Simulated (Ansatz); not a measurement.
La2O3 — electric field gradients

The cell is a computed structure from the Materials Project (it need not be an observed phase).

Space group C2/m (No. 12); a = 14.7637, b = 3.7981, c = 9.2243 Å, β = 100.30°.

```csv
site,Wyckoff,site symmetry,x,y,z
La1,4i,m,0.3096,0.0000,0.8617
La2,4i,m,0.6345,0.0000,0.4925
La4,4i,m,0.0330,0.0000,0.8120
O7,4i,m,0.2003,0.0000,0.6273
O8,4i,m,0.1281,0.0000,0.2863
O9,4i,m,0.5258,0.0000,0.6566
O10,4i,m,0.1759,0.0000,0.9749
O15,2b,2/m,0.5000,0.0000,0.0000
```

One atom of each set is listed; the run and its k-mesh use a cell of 15 atoms with edges of 7.62, 7.62, 9.22 Å.

The numbers come from a DFT calculation in Ansatz (PBE, plane waves and PAW (field gradients read without the response of the frozen cores, which leaves them typically 4 to 6 % off), scalar-relativistic, 550 eV cutoff, Γ-centred 6×6×3 k-points, Fermi–Dirac smearing 0.02 eV).

Conventions: |V_zz| ≥ |V_yy| ≥ |V_xx|, η = (V_xx − V_yy)/V_zz, C_Q = eQV_zz/h. ν_Q = 3|C_Q|/[2I(2I − 1)].

¹³⁹La: I = 7/2, Q = 206.0 mb; O-17: I = 5/2, Q = -25.58 mb. Nuclear quadrupole moments: year-2017 set (Pyykkö).

```
site  atoms                                    first shell  C_Q (MHz)     η  ν_Q (MHz)
 La1      2                             7 O at 2.39–2.87 Å       46.1  0.47       3.29
 La2      2                             7 O at 2.38–2.85 Å       22.8  0.56       1.63
 La4      2                             6 O at 2.36–2.67 Å       96.0  0.75       6.86
  O7      2  3 La at 2.38–2.46 Å; also 2 La at 2.85–3.24 Å      -1.59  0.49      0.238
  O8      2                            5 La at 2.39–2.68 Å       1.29  0.36      0.194
  O9      2                            4 La at 2.37–2.52 Å     -0.402  0.12      0.060
 O10      2                            4 La at 2.36–2.41 Å      0.465  0.07      0.070
 O15      1                            6 La at 2.67–2.87 Å      0.790  0.87      0.119
```

At O7 V_zz stands upright on the plane through its three neighbours (within 1°). At O8 V_zz points along its shortest bond, to La (within 6°).

Without spin–orbit coupling (the program notes it for La) the gradients are little affected as a rule: paired runs on crystals with a gap mostly move them by under 2 % at such atoms.

The run took 74 s of wall time (73 s of CPU time) and 1 GiB at its peak, on 1 thread of Intel Xeon Platinum 8488C (Sapphire Rapids) (x86_64; 16 cores open to the job, memory cap 3.0 GiB, no GPU), a shared host with a load of 0.4 a core.
